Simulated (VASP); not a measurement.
# BN (P6_3/mmc) in VASP: band structure with PBE+D3(BJ)

Aim: the band structure of BN with PBE+D3(BJ).

Program: VASP 6.6.1. These are calculated values, not measurements. Logs are shortened: lines on timing, memory, paths and dates and some standing lists are left out, and cuts for length are marked.

### Step 1. The structure

The structure is hexagonal, space group P6_3/mmc (No. 194). The conventional cell has a = 2.505 Å, b = 2.505 Å, c = 6.536 Å, α = 90.00°, β = 90.00°, γ = 120.00°. B (site symmetry -6m2) is surrounded by 3 N at 1.45 Å. Around N (site symmetry -6m2) lie 3 B at 1.45 Å.

### Step 2. Band structure, PBE+D3(BJ)

INCAR

```
SYSTEM = BN
ALGO = Normal
EDIFF = 1E-7
ENCUT = 900
GGA = PE
ISIF = 2
ISMEAR = 0
IVDW = 12
LASPH = .TRUE.
LCHARG = .FALSE.
LREAL = .FALSE.
LWAVE = .FALSE.
NELM = 80
PREC = Accurate
SIGMA = 0.02
```

KPOINTS

```
k-points
0
G
  15 15 6
  0 0 0
```

POSCAR

```
BN                                      
1.0
    2.5051109149      0.0000000000      0.0000000000
   -1.2525554575      2.1694896868     -0.0000000000
    0.0000000000     -0.0000000000      6.5364873907
  B               N             
     2     2
Direct
     0.3333333300000021    0.6666666699999979    0.2500000000000000
     0.6666666699999979    0.3333333300000021    0.7500000000000000
     0.3333333300000021    0.6666666699999979    0.7500000000000000
     0.6666666699999979    0.3333333300000021    0.2500000000000000
```

KPOINTS_OPT

```
path GMKGALHA,LM,KH
15
line-mode
reciprocal
 0.0000000000  0.0000000000  0.0000000000  G
 0.5000000000  0.0000000000  0.0000000000  M

 0.5000000000  0.0000000000  0.0000000000  M
 0.3333333333  0.3333333333  0.0000000000  K

 0.3333333333  0.3333333333  0.0000000000  K
 0.0000000000  0.0000000000  0.0000000000  G

 0.0000000000  0.0000000000  0.0000000000  G
 0.0000000000  0.0000000000  0.5000000000  A

 0.0000000000  0.0000000000  0.5000000000  A
 0.5000000000  0.0000000000  0.5000000000  L

 0.5000000000  0.0000000000  0.5000000000  L
 0.3333333333  0.3333333333  0.5000000000  H

 0.3333333333  0.3333333333  0.5000000000  H
 0.0000000000  0.0000000000  0.5000000000  A

 0.5000000000  0.0000000000  0.5000000000  L
 0.5000000000  0.0000000000  0.0000000000  M

 0.3333333333  0.3333333333  0.0000000000  K
 0.3333333333  0.3333333333  0.5000000000  H
```

Potentials or basis: VASP PAW PBE potentials, release 64 (B_h, N_h).

Started as:

```console
> cat potpaw_PBE.64/B_h/POTCAR potpaw_PBE.64/N_h/POTCAR > POTCAR
> mpirun -np 1 vasp_std > vasp.out
```

OUTCAR:

```text
SYSTEM = BN
   EDIFF = 1E-7
   ENCUT = 900
   GGA = PE
   ISIF = 2
   ISMEAR = 0
   IVDW = 12
   LASPH = .TRUE.
   LREAL = .FALSE.
   NELM = 80
   PREC = Accurate
 IVDW          = 12

 ion  position               nearest neighbor table
   1  0.333  0.667  0.250-   4 1.45   4 1.45   4 1.45
   2  0.667  0.333  0.750-   3 1.45   3 1.45   3 1.45
   3  0.333  0.667  0.750-   2 1.45   2 1.45   2 1.45
   4  0.667  0.333  0.250-   1 1.45   1 1.45   1 1.45

  LATTYP: Found a hexagonal cell.
 ALAT       =     2.5051109149
 C/A-ratio  =     2.6092606726

  Lattice vectors:

 A1 = (   2.5051109149,   0.0000000000,   0.0000000000)
 A2 = (  -1.2525554575,   2.1694896868,   0.0000000000)
 A3 = (   0.0000000000,   0.0000000000,   6.5364873907)

Analysis of symmetry for initial positions (statically):
=====================================================================
 Subroutine PRICEL returns:
 Original cell was already a primitive cell.

 Routine SETGRP: Setting up the symmetry group for a
 hexagonal supercell.

 Subroutine GETGRP returns: Found 24 space group operations
 (whereof 12 operations were pure point group operations)
 out of a pool of 24 trial point group operations.

The static configuration has the point symmetry D_3d.
 The point group associated with its full space group is D_6h.

Analysis of symmetry for dynamics (positions and initial velocities):
=====================================================================
 Subroutine PRICEL returns:
 Original cell was already a primitive cell.

 Routine SETGRP: Setting up the symmetry group for a
 hexagonal supercell.

 Subroutine GETGRP returns: Found 24 space group operations
 (whereof 12 operations were pure point group operations)
 out of a pool of 24 trial point group operations.

The dynamic configuration has the point symmetry D_3d.
 The point group associated with its full space group is D_6h.

 Subroutine INISYM returns: Found 24 space group operations
 (whereof 12 operations are pure point group operations),
 and found     1 'primitive' translations

----------------------------------------------------------------------------------------

                                     Primitive cell

  volume of cell :      35.5246

  direct lattice vectors                    reciprocal lattice vectors
     2.505110915  0.000000000  0.000000000     0.399183922  0.230468945  0.000000000
    -1.252555457  2.169489687  0.000000000     0.000000000  0.460937891  0.000000000
     0.000000000  0.000000000  6.536487391     0.000000000  0.000000000  0.152987368

  length of vectors
     2.505110915  2.505110911  6.536487391     0.460937890  0.460937891  0.152987368

  position of ions in fractional coordinates (direct lattice)
     0.333333330  0.666666670  0.250000000
     0.666666670  0.333333330  0.750000000
     0.333333330  0.666666670  0.750000000
     0.666666670  0.333333330  0.250000000

  ion indices of the primitive-cell ions
   primitive index   ion index
                 1           1
                 2           2
                 3           3
                 4           4

----------------------------------------------------------------------------------------

 KPOINTS: k-points

Automatic generation of k-mesh.
 Grid dimensions read from file:
 generate k-points for:   15   15    6

 Generating k-lattice:

  Cartesian coordinates                     Fractional coordinates (reciprocal lattice)
     0.026612261  0.015364596  0.000000000     0.066666667  0.000000000  0.000000000
     0.000000000  0.030729193  0.000000000     0.000000000  0.066666667  0.000000000
     0.000000000  0.000000000  0.025497895     0.000000000  0.000000000  0.166666667

  Length of vectors
     0.030729193  0.030729193  0.025497895

  Shift w.r.t. Gamma in fractional coordinates (k-lattice)
     0.000000000  0.000000000  0.000000000

 Subroutine IBZKPT returns following result:
 ===========================================

 Found    108 irreducible k-points:

 Following reciprocal coordinates:
            Coordinates               Weight
  0.000000  0.000000  0.000000      1.000000
  0.066667  0.000000  0.000000      6.000000
  0.133333  0.000000  0.000000      6.000000
  0.200000  0.000000  0.000000      6.000000
  0.266667  0.000000  0.000000      6.000000
  0.333333  0.000000  0.000000      6.000000
[... 16 lines left out ...]
  0.333333  0.200000  0.000000     12.000000
  0.400000  0.200000  0.000000      6.000000
 [... further k-points ...]
   k-points           NKPTS =    108   k-points in BZ     NKDIM =    108   number of bands    NBANDS=     12
   number of dos      NEDOS =    301   number of ions     NIONS =      4
   total plane-waves  NPLWV =  50176
   dimension x,y,z NGX =    28 NGY =   28 NGZ =   64
   dimension x,y,z NGXF=    56 NGYF=   56 NGZF=  128
   ions per type =               2   2
   NGX,Y,Z   is equivalent  to a cutoff of  18.58, 18.58, 16.28 a.u.
   NGXF,Y,Z  is equivalent  to a cutoff of  37.16, 37.16, 32.55 a.u.
 SYSTEM =  BN
   PREC   = accura    normal or accurate (medium, high low for compatibility)
   ISTART =      0    job   : 0-new  1-cont  2-samecut
   ICHARG =      2    charge: 1-file 2-atom 10-const
   ISPIN  =      1    spin polarized calculation?
   LNONCOLLINEAR =      F non collinear calculations
   LSORBIT =      F    spin-orbit coupling
   LASPH  =      T    aspherical Exc in radial PAW
   ENCUT  =  900.0 eV  66.15 Ry    8.13 a.u.   6.13  6.13 15.99*2*pi/ulx,y,z
   NELM   =     80;   NELMIN=  2; NELMDL= -5     # of ELM steps
   EDIFF  = 0.1E-06   stopping-criterion for ELM
   LREAL  =      F    real-space projection
   EDIFFG = 0.1E-05   stopping-criterion for IOM
   NSW    =      0    number of steps for IOM
   IBRION =     -1    ionic relax: 0-MD 1-quasi-New 2-CG
   NFREE  =      0    steps in history (QN), initial steepest desc. (CG)
   ISIF   =      2    stress and relaxation
   ISYM   =      2    0-nonsym 1-usesym 2-fastsym
   POTIM  = 0.5000    time-step for ionic-motion
   TEBEG  =    0.0;   TEEND  =   0.0 temperature during run
   PSTRESS=    0.0 pullay stress
   NELECT =      16.0000    total number of electrons
   NUPDOWN=      -1.0000    fix difference up-down
   EMIN   =  10.00;   EMAX   =-10.00  energy-range for DOS
   EFERMI =   0.00;   METHOD = LEGACY
   ISMEAR =     0;   SIGMA  =   0.02  broadening in eV -4-tet -1-fermi 0-gaus
   EFERMI_NEDOS =   21; number of points for ismear=-14 and -15
   IALGO  =     38    algorithm
   IMIX   =      4    mixing-type and parameters
     AMIX     =   0.40;   BMIX     =  1.00
     AMIX_MAG =   1.60;   BMIX_MAG =  1.00
  volume/ion in A,a.u.               =       8.88        59.93
  Fermi-wavevector in a.u.,A,eV,Ry     =   1.254889  2.371396 21.425711  1.574745
  Thomas-Fermi vector in A             =   2.388672
   LORBIT       =      0    0 simple, 1 ext, 2 COOP (PROOUT), +10 PAW based schemes
   GGA     = PE    functional components
   LHFCALC =     F    Hartree Fock is set to
   AEXX    =    0.0000 exact exchange contribution
   IVDW    =    12    specifies the selected vdW correction
   LEPSILON=     F    determine dielectric tensor
   LRPA    =     F    only Hartree local field effects (RPA)
 non-spin polarized calculation
 Gauss-broadening in eV      SIGMA  =   0.02
  energy-cutoff  :      900.00
  volume of cell :       35.52
 maximum number of plane-waves:      2202
 NGX is ok and might be reduce to    28
   NGX = 13   NGY = 13   NGZ = 31

 number of electron      16.0000000 magnetization

 Free energy of the ion-electron system (eV)
  ---------------------------------------------------
  ext. energy  EPLUGINS =         0.00000000
  ---------------------------------------------------
  free energy    TOTEN  =       -35.18640184 eV

  energy without entropy =      -35.18640184  energy(sigma->0) =      -35.18640184

 E-fermi :   3.7402     XC(G=0): -10.2459

 val. band max:        3.5646107044   @ k =   0.3333   0.2667   0.0000
 cond. band min:       7.8256796798   @ k =   0.4667   0.0667   0.0000
 fundamental gap:      4.2610689754
 Fermi energy:         3.7401635606

 k-point     1 :       0.0000    0.0000    0.0000
  band No.  band energies     occupation
      1     -14.2848      2.00000
      2     -13.9534      2.00000
      3      -2.7534      2.00000
      4      -0.4605      2.00000
      5       2.1880      2.00000
      6       2.1880      2.00000
      7       2.2311      2.00000
      8       2.2311      2.00000
      9       8.8918      0.00000
     10      14.0222      0.00000
     11      15.0693      0.00000
     12      15.0795      0.00000

 k-point     2 :       0.0667    0.0000    0.0000
  band No.  band energies     occupation
      1     -14.1975      2.00000
      2     -13.8693      2.00000
      3      -2.6337      2.00000
      4      -0.3536      2.00000
      5       1.8250      2.00000
      6       1.8653      2.00000
      7       2.0178      2.00000
      8       2.0644      2.00000
      9       9.0538      0.00000
     10      13.9525      0.00000
     11      14.9730      0.00000
     12      15.1440      0.00000

 k-point     3 :       0.1333    0.0000    0.0000
  band No.  band energies     occupation
      1     -13.9387      2.00000
      2     -13.6202      2.00000
      3      -2.2774      2.00000
      4      -0.0376      2.00000
      5       0.8530      2.00000
      6       0.8956      2.00000
      7       1.5744      2.00000
      8       1.6281      2.00000
      9       9.4914      0.00000
     10      13.6957      0.00000
     11      14.6814      0.00000
     12      15.0873      0.00000
[... 286 lines left out ...]
 k-point    23 :       0.3333    0.2000    0.0000
  band No.  band energies     occupation
      1     -10.9736      2.00000
      2     -10.8543      2.00000
      3      -4.6309      2.00000
      4      -4.5444      2.00000
      5      -2.2872      2.00000
      6      -2.2046      2.00000
      7       2.1753      2.00000
      8       3.3315      2.00000
      9       8.4835      0.00000
     10       9.3099      0.00000
     11      14.6415      0.00000
     12      15.7751      0.00000

 k-point    24 :       0.4000    0.2000    0.0000
  band No.  band energies     occupation
      1     -10.7347      2.00000
      2     -10.6713      2.00000
      3      -4.9335      2.00000
      4      -4.8367      2.00000
      5      -2.4176      2.00000
      6      -2.3304      2.00000
      7       2.6547      2.00000
      8       3.4645      2.00000
      9       8.1084      0.00000
     10       8.9545      0.00000
     11      15.2997      0.00000
     12      15.5392      0.00000

 [... further k-points ...]

------------------------ aborting loop because EDIFF is reached ----------------------------------------

 Edisp (eV)   -0.57501

 E8    (eV) :    -0.1687

  FORCE on cell =-STRESS in cart. coord.  units (eV):
  Direction    XX          YY          ZZ          XY          YZ          ZX
  --------------------------------------------------------------------------------------
  -------------------------------------------------------------------------------------
  Total       0.00329     0.00329    -0.01126    -0.00000     0.00000     0.00000
  in kB       0.14841     0.14841    -0.50776    -0.00000     0.00000     0.00000
  external pressure =       -0.07 kB  Pullay stress =        0.00 kB

 VOLUME and BASIS-vectors are now :
 -----------------------------------------------------------------------------
  energy-cutoff  :      900.00
  volume of cell :       35.52
      direct lattice vectors                 reciprocal lattice vectors
     2.505110915  0.000000000  0.000000000     0.399183922  0.230468945  0.000000000
    -1.252555457  2.169489687  0.000000000     0.000000000  0.460937891  0.000000000
     0.000000000  0.000000000  6.536487391     0.000000000  0.000000000  0.152987368

 POSITION                                       TOTAL-FORCE (eV/Angst)
 -----------------------------------------------------------------------------------
     -0.00000      1.44633      1.63412        -0.000000     -0.000000      0.000000
      1.25256      0.72316      4.90237         0.000000     -0.000000      0.000000
     -0.00000      1.44633      4.90237         0.000000      0.000000      0.000000
      1.25256      0.72316      1.63412        -0.000000     -0.000000      0.000000
 -----------------------------------------------------------------------------------
    total drift:                               -0.000003      0.000002      0.000000

  FREE ENERGIE OF THE ION-ELECTRON SYSTEM (eV)
  ---------------------------------------------------
  free  energy   TOTEN  =       -35.7614116558 eV

  energy  without entropy=      -35.7614116558  energy(sigma->0) =      -35.76141166
```

It took 2 min on 1 thread of AMD EPYC 9R14 (Zen 4), shared host; peak memory 0.3 GiB.

Results:

* Free energy: -35.7614 eV
* Pressure: 0.0 GPa
* Band gap on the k mesh: 4.26 eV, indirect (least direct gap 4.64 eV)
* Band gap along the path: 4.21 eV, indirect (least direct gap 4.64 eV)
* Dispersion energy per atom: -0.144 eV

Levels at the corners of the path, in eV from the valence-band top:
| point | band 4 | band 5 | band 6 | band 7 | band 8 | band 9 | band 10 | band 11 | band 12 |
| --- | --- | --- | --- | --- | --- | --- | --- | --- | --- |
| Γ | -4.03 | -1.38 | -1.38 | -1.34 | -1.34 | 5.32 | 10.45 | 11.51 | 11.54 |
| M | -8.87 | -4.19 | -4.11 | -1.53 | -0.44 | 4.21 | 5.67 | 9.50 | 9.89 |
| M | -8.87 | -4.19 | -4.11 | -1.53 | -0.44 | 4.21 | 5.67 | 9.50 | 9.89 |
| K | -7.84 | -7.18 | -7.18 | -0.14 | -0.14 | 4.84 | 4.84 | 10.69 | 13.20 |
| K | -7.84 | -7.18 | -7.18 | -0.14 | -0.14 | 4.84 | 4.84 | 10.69 | 13.20 |
| Γ | -4.03 | -1.38 | -1.38 | -1.34 | -1.34 | 5.32 | 10.45 | 11.50 | 11.53 |
| Γ | -4.03 | -1.38 | -1.38 | -1.34 | -1.34 | 5.32 | 10.45 | 11.50 | 11.53 |
| A | -5.31 | -1.36 | -1.36 | -1.36 | -1.36 | 7.77 | 7.77 | 11.57 | 11.57 |
| A | -5.31 | -1.36 | -1.36 | -1.36 | -1.36 | 7.77 | 7.77 | 11.57 | 11.57 |
| L | -8.92 | -4.15 | -4.15 | -0.96 | -0.96 | 4.69 | 4.69 | 9.88 | 9.88 |
| L | -8.92 | -4.15 | -4.15 | -0.96 | -0.96 | 4.69 | 4.69 | 9.88 | 9.88 |
| H | -7.93 | -7.19 | -7.19 | -0.05 | -0.05 | 4.59 | 4.59 | 11.96 | 11.96 |
| H | -7.93 | -7.19 | -7.19 | -0.05 | -0.05 | 4.59 | 4.59 | 11.96 | 11.96 |
| A | -5.31 | -1.36 | -1.36 | -1.36 | -1.36 | 7.77 | 7.77 | 11.57 | 11.57 |
| L | -8.92 | -4.15 | -4.15 | -0.96 | -0.96 | 4.69 | 4.69 | 9.88 | 9.88 |
| M | -8.87 | -4.19 | -4.11 | -1.53 | -0.44 | 4.21 | 5.67 | 9.50 | 9.89 |
| K | -7.84 | -7.18 | -7.18 | -0.14 | -0.14 | 4.84 | 4.84 | 10.69 | 13.20 |
| H | -7.93 | -7.19 | -7.19 | -0.05 | -0.05 | 4.59 | 4.59 | 11.96 | 11.96 |

Caveat: the cutoff is under 1.25 times the usual one of these potentials, so pressure, stress and relaxed cells hold a basis-set (Pulay) error.
